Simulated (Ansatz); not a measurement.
GeTe in space group R3m (No. 160; Ge on 3a, Te on 3a) at seven volumes, LDA (plane waves, PAW; program Ansatz), shape and atoms relaxed at each. One row is withheld.

| V (Å³/atom) | P (GPa) |
|---|---|
| 23.314 | 5.79 |
| 24.082 | ? |
| 24.851 | 1.58 |
| 25.619 | 0.00 |
| 26.388 | -1.27 |
| 27.157 | -2.31 |
| 27.925 | -3.13 |

**Question.** Fit the shown pressures and predict the withheld one.

**Answer.** P = (3/2)B₀(x^(7/2) − x^(5/2))[1 + (3/4)(B′ − 4)(x − 1)] with x = (V₀/V)^(2/3). Least squares on the six rows gives V₀ = 25.623 Å³/atom, B₀ = 46.8 GPa, B′ = 5.75. At V = 24.082, x = 1.0422 and P = 3.47 GPa. The run itself gave 3.50 GPa.

The cell was relaxed with LDA under the symmetry of its start; of distortions, only those at the zone centre were tested. Scalar-relativistic: spin–orbit coupling is off unless named, which matters more the heavier the elements.

Potentials: the later of the program's two PAW sets.
